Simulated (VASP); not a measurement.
Crystal: Br.

```
Br
1.0
     4.59764    0.00000    0.00000
     0.00000    4.59764    0.00000
     0.00000    0.00000    4.59764
Br
3
Direct
  0.50000 0.00000 0.00000
  0.00000 0.50000 0.00000
  0.00000 0.00000 0.50000
```

Base run:

* Program: VASP 6.6.1
* Functional: r2SCAN
* Dispersion: D4
* Potentials or basis: VASP PAW PBE potentials, release 64 (Br)
* Cutoff: 520 eV
* k mesh: 5 × 5 × 5
* Occupations: fermi-dirac, width 0.15 eV
* Spin: no spin polarisation

Its results: band gap on the k mesh none (metal or under the smearing width); pressure -1.0 GPa.

Task: The run is repeated on the same cell with these changes: occupations from fermi-dirac, width 0.15 eV to fermi-dirac, width 0.05 eV. What comes out?

Result: Band gap on the k mesh none (metal or under the smearing width); pressure -1.5 GPa.

Caveats: the PAW data sets were made with another functional, which shifts forces and pressure a little; an odd number of electrons without spin polarisation forces a metal; a magnetic or distorted state may lie lower; pairwise dispersion overbinds metals, which lowers pressure and volume.
